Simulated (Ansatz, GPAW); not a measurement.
## A Pt chain with two P atoms in line: relaxation, then transmission at several levels

How well does a Pt chain with two P atoms in line conduct once its atoms have relaxed, and how much do cheaper levels lose?

Calculated with GPAW 26.7.0 and Ansatz 0.2.0; Ansatz plane waves; relaxation of the junction with the lead ends held, in the first sound run; inputs show where later runs differ.

This is a report of a sequence of runs, with most program output left out.

**1. Set-up**

The cell holds 18 atoms: 16 Pt and 2 P. Cell: a = 9.000 Å, b = 9.000 Å, c = 42.464 Å, α = 90.0°, β = 90.0°, γ = 90.0°. Regions: left lead, 8 atoms (8 Pt); channel, 2 atoms (2 P); right lead, 8 atoms (8 Pt). Vacuum lies along a and b. The structure is stacked along c, and the current runs across the ab planes.

**2. Relaxing the atoms**

Transmission follows bond lengths closely, so the atoms between the held lead ends are relaxed first, from a slightly shaken start that lets symmetry break.

The input, input.yaml:

```yaml
crystal:
  lattice:
    - [9.0, 0.0, 0.0]
    - [0.0, 9.0, 0.0]
    - [0.0, 0.0, 42.4638]
  atoms:
    - { symbol: Pt, position: [0.5, 0.5, 0.0282593644] }
    - { symbol: Pt, position: [0.5, 0.5, 0.0847780933] }
    - { symbol: Pt, position: [0.5, 0.5, 0.1412968222] }
    - { symbol: Pt, position: [0.5, 0.5, 0.1978155511] }
    - { symbol: Pt, position: [0.5, 0.5, 0.25433428] }
    - { symbol: Pt, position: [0.5, 0.5, 0.3108530089] }
    - { symbol: Pt, position: [0.4985588666, 0.4962330108, 0.3678477976] }
    - { symbol: Pt, position: [0.4963072847, 0.5067130519, 0.4245433372] }
    - { symbol: P, position: [0.4988024569, 0.5019017191, 0.4771181023] }
    - { symbol: P, position: [0.5094465647, 0.4969224511, 0.5247729174] }
    - { symbol: Pt, position: [0.5017258021, 0.4990681632, 0.576881154] }
    - { symbol: Pt, position: [0.5016892477, 0.5035874695, 0.6322567229] }
    - { symbol: Pt, position: [0.5, 0.5, 0.6891469911] }
    - { symbol: Pt, position: [0.5, 0.5, 0.74566572] }
    - { symbol: Pt, position: [0.5, 0.5, 0.8021844489] }
    - { symbol: Pt, position: [0.5, 0.5, 0.8587031778] }
    - { symbol: Pt, position: [0.5, 0.5, 0.9152219067] }
    - { symbol: Pt, position: [0.5, 0.5, 0.9717406356] }
kpoints:
  mp_grid: { grid: [1, 1, 2] }
hamiltonian:
  xc: pbe
scf:
  occupations: { method: fermi_dirac, width: 0.1 }
relax:
  f_tol: 0.03
  max_steps: 80
  constraints: [{ sites: [0, 1, 2, 3, 4, 5, 12, 13, 14, 15, 16, 17] }]
```

Launch:

```
> ansatz run input.yaml --threads 4 --pin off --max-ram 8192MiB --backend cpu --events-out ev --progress --plain --runs-dir out
```

It took 3 min on 4 threads of Arm Neoverse V1, shared host; peak memory 5.1 GiB.

The steps of the relaxation:

| step | energy less that of the first step (eV) | largest force component (eV/Å) |
| --- | --- | --- |
| 1 | 0.0000 | 1.6608 |
| 2 | -0.1520 | 0.3006 |
| 3 | -0.2337 | 0.2607 |
| 4 | -0.3306 | 0.2416 |
| 5 | -0.3783 | 0.3388 |
| 6 | -0.3835 | 0.1380 |
| 7 | -0.3975 | 0.1405 |
| 8 | -0.3972 | 0.0861 |
| 9 | -0.3988 | 0.0150 |

Relaxation step 8 was tried and not accepted.

The atoms that moved most (Å):

| atom | dx | dy | dz | length |
| --- | --- | --- | --- | --- |
| Pt7 | 0.296 | -0.442 | -0.015 | 0.532 |
| Pt12 | 0.456 | 0.242 | 0.009 | 0.516 |
| Pt11 | -0.200 | -0.108 | -0.072 | 0.238 |
| Pt8 | -0.070 | 0.124 | 0.010 | 0.143 |
| P10 | -0.061 | 0.096 | -0.054 | 0.125 |
| P9 | -0.004 | -0.092 | -0.028 | 0.096 |

This step gave:

| Property | Result |
| --- | --- |
| free energy | -201837.7287 eV |
| smearing term TS | 1.090 eV |
| symmetry operations | 1 |

The relaxation lowered the energy of the cell by 0.399 eV.

**3. Plane waves, PBE**

Plane waves give the reference curve, free of the bias of atom-centred orbitals.

This step: Ansatz plane waves; Landauer transmission by layers, zero bias (Ansatz 0.2.0).

The input, input.yaml:

```yaml
crystal:
  lattice:
    - [9.0, 0.0, 0.0]
    - [0.0, 9.0, 0.0]
    - [0.0, 0.0, 42.4638]
  atoms:
    - { symbol: Pt, position: [0.5, 0.5, 0.0282593644] }
    - { symbol: Pt, position: [0.5, 0.5, 0.0847780933] }
    - { symbol: Pt, position: [0.5, 0.5, 0.1412968222] }
    - { symbol: Pt, position: [0.5, 0.5, 0.1978155511] }
    - { symbol: Pt, position: [0.5, 0.5, 0.25433428] }
    - { symbol: Pt, position: [0.5, 0.5, 0.3108530089] }
    - { symbol: Pt, position: [0.531460801, 0.4471312771, 0.367497905] }
    - { symbol: Pt, position: [0.4885797022, 0.5205135059, 0.424776948] }
    - { symbol: P, position: [0.4983149075, 0.4916790429, 0.4764503486] }
    - { symbol: P, position: [0.5027118563, 0.5075769687, 0.5235100834] }
    - { symbol: Pt, position: [0.4795231475, 0.487042838, 0.5751795724] }
    - { symbol: Pt, position: [0.5523936257, 0.5304233083, 0.6324591794] }
    - { symbol: Pt, position: [0.5, 0.5, 0.6891469911] }
    - { symbol: Pt, position: [0.5, 0.5, 0.74566572] }
    - { symbol: Pt, position: [0.5, 0.5, 0.8021844489] }
    - { symbol: Pt, position: [0.5, 0.5, 0.8587031778] }
    - { symbol: Pt, position: [0.5, 0.5, 0.9152219067] }
    - { symbol: Pt, position: [0.5, 0.5, 0.9717406356] }
kpoints:
  mp_grid: { grid: [1, 1, 2] }
hamiltonian:
  xc: pbe
scf:
  occupations: { method: fermi_dirac, width: 0.1 }
output:
  transmission:
    leads: [[0, 1]]
    e_range: [-2, 2]
    de: 0.025
    kmesh: [1, 1]
    reduced_basis: true
  write_potential: true
  write_density: true
  volumetric_format: npy
  elf: true
```

The job ended after 3 min (4 threads; peak memory 5.3 GiB).

This step gave:

```yaml
free_energy: -201837.7286 eV
lead_level: 0 eV from the Fermi level
transmission_at_the_fermi_level_one_spin: 1.322
open_channels_of_the_lead_at_the_fermi_level_one_spin: 4
step_of_the_potential_along_the_lead: 2.1 meV
offset_of_the_lead: 0 Å
filling_of_the_lead_less_its_bulk_value_in_size: 4 meV
conductance: 1.331 G₀
```

One spin. The transmission, zone mean by energy, zero at the Fermi level:

| energy (eV) | transmission, zone mean |
| --- | --- |
| -2.000 | 2.22 |
| -1.800 | 2.07 |
| -1.600 | 1.90 |
| -1.400 | 2.06 |
| -1.200 | 2.29 |
| -1.000 | 2.55 |
| -0.975 | 2.55 |
| -0.800 | 2.36 |
| -0.600 | 2.18 |
| -0.400 | 1.18 |
| -0.300 | 2.79 |
| -0.200 | 2.27 |
| 0.000 | 1.32 |
| 0.200 | 0.762 |
| 0.400 | 0.525 |
| 0.600 | 0.423 |
| 0.800 | 0.323 |
| 1.000 | 0.417 |
| 1.200 | 0.497 |
| 1.400 | 0.596 |
| 1.600 | 0.727 |
| 1.800 | 0.931 |
| 1.875 | 0.998 |
| 2.000 | 0.0167 |

One spin. Open channels, zone mean against energy, zero at the Fermi level:

| energy (eV) | open channels, zone mean |
| --- | --- |
| -2.000 | 3 |
| -1.800 | 3 |
| -1.600 | 4 |
| -1.400 | 6 |
| -1.200 | 6 |
| -1.000 | 6 |
| -0.800 | 6 |
| -0.600 | 6 |
| -0.400 | 4 |
| -0.200 | 4 |
| 0.000 | 4 |
| 0.200 | 4 |
| 0.400 | 3 |
| 0.600 | 3 |
| 0.800 | 1 |
| 1.000 | 1 |
| 1.200 | 1 |
| 1.400 | 1 |
| 1.600 | 1 |
| 1.800 | 1 |
| 2.000 | 1 |

Crystal 0, spin -, k parallel (0, 0); distinct values, listed up to 1.5 1/Å. The Im kz of the slowest decaying states by energy, zero at the Fermi level:

| energy (eV) | decay 1 (Å⁻¹) | decay 2 (Å⁻¹) | decay 3 (Å⁻¹) | decay 4 (Å⁻¹) |
| --- | --- | --- | --- | --- |
| -2.000 | 0.386 | 0.611 | 0.611 | 1.40 |
| -1.800 | 0.273 | 0.499 | 0.499 | 1.38 |
| -1.600 | 0.340 | 0.340 | 1.36 | 1.36 |
| -1.400 | 1.34 | 1.34 | 1.37 | 1.48 |
| -1.200 | 1.32 | 1.35 | 1.46 | - |
| -1.000 | 1.30 | 1.30 | 1.33 | 1.44 |
| -0.800 | 1.28 | 1.28 | 1.31 | 1.43 |
| -0.600 | 1.26 | 1.29 | 1.41 | - |
| -0.400 | 0.119 | 0.119 | 1.24 | 1.24 |
| -0.200 | 0.355 | 0.355 | 1.22 | 1.22 |
| 0.000 | 0.473 | 1.20 | 1.20 | 1.23 |
| 0.200 | 0.557 | 0.557 | 1.18 | 1.21 |
| 0.400 | 0.139 | 0.622 | 0.622 | 1.16 |
| 0.600 | 0.240 | 0.675 | 1.14 | 1.16 |
| 0.800 | 0.0201 | 0.0239 | 0.307 | 0.720 |
| 1.000 | 0.115 | 0.116 | 0.359 | 0.759 |
| 1.200 | 0.156 | 0.156 | 0.402 | 0.792 |
| 1.400 | 0.183 | 0.183 | 0.437 | 0.822 |
| 1.600 | 0.202 | 0.203 | 0.468 | 0.848 |
| 1.800 | 0.215 | 0.216 | 0.495 | 0.871 |
| 2.000 | 0.224 | 0.224 | 0.519 | 0.893 |

Crystal 0, spin -, k parallel (0, 0). The Re kz of states that move upwards by energy, zero at the Fermi level:

| energy (eV) | channel 1 (Å⁻¹) | channel 2 (Å⁻¹) | channel 3 (Å⁻¹) | channel 4 (Å⁻¹) | channel 5 (Å⁻¹) | channel 6 (Å⁻¹) |
| --- | --- | --- | --- | --- | --- | --- |
| -2.000 | -0.641 | -0.640 | 0.727 | - | - | - |
| -1.800 | -0.601 | -0.600 | 0.747 | - | - | - |
| -1.600 | -0.562 | -0.562 | 0.0314 | 0.768 | - | - |
| -1.400 | -0.524 | -0.524 | 0.175 | 0.176 | 0.279 | 0.790 |
| -1.200 | -0.487 | -0.487 | 0.394 | 0.441 | 0.441 | 0.814 |
| -1.000 | -0.451 | -0.450 | 0.484 | 0.619 | 0.620 | 0.839 |
| -0.800 | -0.414 | -0.414 | 0.559 | 0.784 | 0.784 | 0.868 |
| -0.600 | -0.377 | -0.377 | 0.623 | 0.902 | 0.967 | 0.967 |
| -0.400 | -0.340 | -0.340 | 0.679 | 0.944 | - | - |
| -0.200 | -0.302 | -0.302 | 0.726 | 0.996 | - | - |
| 0.000 | -0.263 | -0.263 | 0.765 | 1.06 | - | - |
| 0.200 | -0.221 | -0.221 | 0.798 | 1.17 | - | - |
| 0.400 | -0.175 | -0.175 | 0.827 | - | - | - |
| 0.600 | -0.119 | -0.118 | 0.852 | - | - | - |
| 0.800 | 0.874 | - | - | - | - | - |
| 1.000 | 0.895 | - | - | - | - | - |
| 1.200 | 0.914 | - | - | - | - | - |
| 1.400 | 0.933 | - | - | - | - | - |
| 1.600 | 0.950 | - | - | - | - | - |
| 1.800 | 0.968 | - | - | - | - | - |
| 2.000 | 0.985 | - | - | - | - | - |

The electrostatic potential energy of an electron (with the applied field's), less the Fermi level, planar mean oscillates, so the rows of the table below give means over windows of 2.36 Å about each position, cut where the curve ends. Its first 14 maxima inside the range that stand out by 2 % of the span (Å: eV): 2.4: 5.71, 4.9: 5.71, 7.2: 5.72, 9.6: 5.70, 11.9: 5.72, 14.4: 5.71, 16.8: 5.69, 19.2: 5.55, 21.2: 5.46, 23.3: 5.55, 25.7: 5.69, 28.0: 5.71, 30.5: 5.72, 32.9: 5.70. Its first 14 minima: 1.2: 3.75, 3.5: 3.76, 6.0: 3.76, 8.4: 3.73, 10.8: 3.74, 13.3: 3.77, 15.6: 3.76, 18.0: 3.72, 20.2: 4.03, 22.3: 4.04, 24.5: 3.72, 26.8: 3.76, 29.2: 3.77, 31.7: 3.74.

Table of electrostatic potential energy of an electron (with the applied field's), less the Fermi level, planar mean by z; means over each step:

| z (Å) | electrostatic potential energy of an electron (with the applied field's), less the Fermi level, planar mean (eV) |
| --- | --- |
| 1.18 | 4.74 |
| 3.54 | 4.74 |
| 5.90 | 4.75 |
| 8.26 | 4.73 |
| 10.62 | 4.74 |
| 12.98 | 4.75 |
| 15.34 | 4.75 |
| 17.70 | 4.71 |
| 20.06 | 4.87 |
| 22.42 | 4.87 |
| 24.78 | 4.71 |
| 27.14 | 4.75 |
| 29.50 | 4.75 |
| 31.86 | 4.74 |
| 34.22 | 4.73 |
| 36.58 | 4.75 |
| 38.94 | 4.74 |
| 41.30 | 4.67 |

The valence density, planar mean oscillates, so the rows of the table below give means over windows of 2.36 Å about each position, cut where the curve ends. Its first 14 maxima inside the range that stand out by 2 % of the span (Å: e/Å³): 1.2: 0.199, 3.5: 0.197, 6.0: 0.198, 8.4: 0.199, 10.8: 0.198, 13.3: 0.196, 15.6: 0.198, 18.0: 0.197, 21.7: 0.0321, 24.5: 0.197, 26.8: 0.198, 29.2: 0.196, 31.7: 0.198, 34.1: 0.199. Its first 14 minima: 2.4: 0.0226, 4.9: 0.0228, 7.2: 0.0226, 9.6: 0.0224, 11.9: 0.0229, 14.4: 0.0219, 16.8: 0.0203, 19.2: 0.0253, 23.3: 0.0253, 25.7: 0.0203, 28.0: 0.0219, 30.5: 0.0229, 32.9: 0.0224, 35.2: 0.0226.

Table of valence density, planar mean by z; means over each step:

| z (Å) | valence density, planar mean (e/Å³) |
| --- | --- |
| 1.18 | 0.0938 |
| 3.54 | 0.0938 |
| 5.90 | 0.0938 |
| 8.26 | 0.0937 |
| 10.62 | 0.0937 |
| 12.98 | 0.0937 |
| 15.34 | 0.0938 |
| 17.70 | 0.0934 |
| 20.06 | 0.0299 |
| 22.42 | 0.0300 |
| 24.78 | 0.0933 |
| 27.14 | 0.0937 |
| 29.50 | 0.0937 |
| 31.86 | 0.0937 |
| 34.22 | 0.0937 |
| 36.58 | 0.0938 |
| 38.94 | 0.0938 |
| 41.30 | 0.0990 |

Valence density in the ca plane at fractional y = 0.500, with atoms of Pt and P within 0.2 Å of it. It is the smooth field of the valence electrons, not physical close to the nuclei.

Ten steps, logarithmic in the rise over the least value, from '0' (0 e/Å³) to '9' (11 e/Å³), each cell a mean:
```
00000000000000000000000000000000000000000000
00000000000000000000000000000000000000000000
00000000000000000000000000000000000000000000
00000000000000000000000000000000000000000000
00000000000000000000000000000000000000000000
00000000000000000000000000000000000000000000
00000000000000000000000000000000000000000011
10000111001111110000000000000000000000001123
22112232112344321122211112211222111112112356
64324565323577532345432233333333322344323589
86446898534788643578753443444433434677544689
98547999644788644689974431344422445899754589
97447998633576533689974432344433445899853456
75335776422344323578753343433333334788642233
43222443211111111245432223222222223465421111
11111111100000000122211111111111111222210000
00000000000000000000000000000000000011000000
00000000000000000000000000000000000000000000
00000000000000000000000000000000000000000000
00000000000000000000000000000000000000000000
00000000000000000000000000000000000000000000
00000000000000000000000000000000000000000000
00000000000000000000000000000000000000000000
00000000000000000000000000000000000000000000
```
Columns run along c (16.0 Å, from fractional 0.26 to 0.64 of the cell), rows up along a (9.0 Å). Atoms in or near the plane, at fractional coordinates: Pt at (0.31, 0.50), Pt at (0.42, 0.49), P at (0.48, 0.50), P at (0.52, 0.50), Pt at (0.58, 0.48).

ELF in the ca plane at fractional y = 0.500, with atoms of Pt and P within 0.2 Å of it. It is the smooth field of the valence electrons, not physical close to the nuclei.

Values, 13 rows by 16 columns, each cell a mean:
```
0.00 0.00 0.00 0.00 0.00 0.00 0.00 0.00 0.00 0.00 0.00 0.00 0.00 0.00 0.00 0.01
0.01 0.00 0.00 0.01 0.02 0.01 0.00 0.00 0.00 0.00 0.00 0.00 0.00 0.00 0.01 0.03
0.04 0.03 0.04 0.03 0.09 0.06 0.03 0.03 0.02 0.04 0.05 0.04 0.02 0.02 0.04 0.13
0.14 0.12 0.16 0.12 0.24 0.16 0.11 0.13 0.13 0.23 0.26 0.25 0.10 0.12 0.11 0.26
0.28 0.27 0.31 0.25 0.37 0.27 0.27 0.29 0.47 0.64 0.62 0.68 0.32 0.30 0.22 0.41
0.44 0.38 0.54 0.32 0.55 0.38 0.39 0.45 0.64 0.61 0.73 0.62 0.46 0.49 0.31 0.59
0.54 0.44 0.66 0.35 0.53 0.40 0.51 0.59 0.54 0.23 0.62 0.30 0.51 0.67 0.36 0.50
0.38 0.33 0.47 0.28 0.34 0.32 0.37 0.45 0.61 0.73 0.73 0.75 0.41 0.55 0.27 0.34
0.24 0.22 0.28 0.17 0.21 0.18 0.23 0.29 0.36 0.56 0.47 0.50 0.25 0.32 0.16 0.18
0.10 0.09 0.12 0.05 0.06 0.05 0.11 0.13 0.09 0.16 0.14 0.12 0.10 0.16 0.08 0.04
0.02 0.02 0.03 0.01 0.01 0.01 0.03 0.04 0.01 0.02 0.02 0.02 0.02 0.05 0.02 0.01
0.00 0.00 0.00 0.00 0.00 0.00 0.01 0.01 0.00 0.00 0.00 0.00 0.00 0.01 0.00 0.00
0.00 0.00 0.00 0.00 0.00 0.00 0.00 0.00 0.00 0.00 0.00 0.00 0.00 0.00 0.00 0.00
```
Columns run along c (16.0 Å, from fractional 0.26 to 0.64 of the cell), rows up along a (9.0 Å). Atoms in or near the plane, at fractional coordinates: Pt at (0.31, 0.50), Pt at (0.42, 0.49), P at (0.48, 0.50), P at (0.52, 0.50), Pt at (0.58, 0.48).

Electrostatic potential energy in the ca plane at fractional y = 0.500, with atoms of Pt and P within 0.2 Å of it. With pseudopotentials it is smooth inside the atoms' cores, unlike the true potential.

Ten even steps from '0' (-68 eV) to '9' (2 eV), each cell a mean:
```
99999999999999999999999999999999999999999999
99999999999999999999999999999999999999999999
99999999999999999999999999999999999999999999
99999999999999999999999999999999999999999999
99999999999999999999999999999999999999999999
99999999999999999999999999999999999999999999
99999999999999999999999999999999999999999999
99999999999999999999999999999999999999999998
99999999999888899999999999999999999999999854
57998656898634689877789876788866899878898510
04784101687300478631268731367411588522588400
01672000487300478400037500056200276100278610
02773000588644688400037610157300475100168864
36886324799888898621268853578745787300379998
88999878999999999876789988899988998755799999
99999999999999999999999999999999999999999999
99999999999999999999999999999999999999999999
99999999999999999999999999999999999999999999
99999999999999999999999999999999999999999999
99999999999999999999999999999999999999999999
99999999999999999999999999999999999999999999
99999999999999999999999999999999999999999999
99999999999999999999999999999999999999999999
99999999999999999999999999999999999999999999
```
Columns run along c (16.0 Å, from fractional 0.26 to 0.64 of the cell; values clipped at the 3rd and 97th percentile), rows up along a (9.0 Å). Atoms in or near the plane, at fractional coordinates: Pt at (0.31, 0.50), Pt at (0.42, 0.49), P at (0.48, 0.50), P at (0.52, 0.50), Pt at (0.58, 0.48).

T at the Fermi level is 1.32 of 4 open channels a spin, without spin-orbit coupling, which is large for these atoms.

(Continued in part 2 of 3.)

[Logs are printed without paths, hosts, clocks, repeated set-up lines and the standing remarks that a program may print on its own settings, such as how far it seeks lower states.]

[Hosts, paths, dates, database ids (printed as entryN), source tags and the programs' standing remarks are cut or masked in the printed files.]
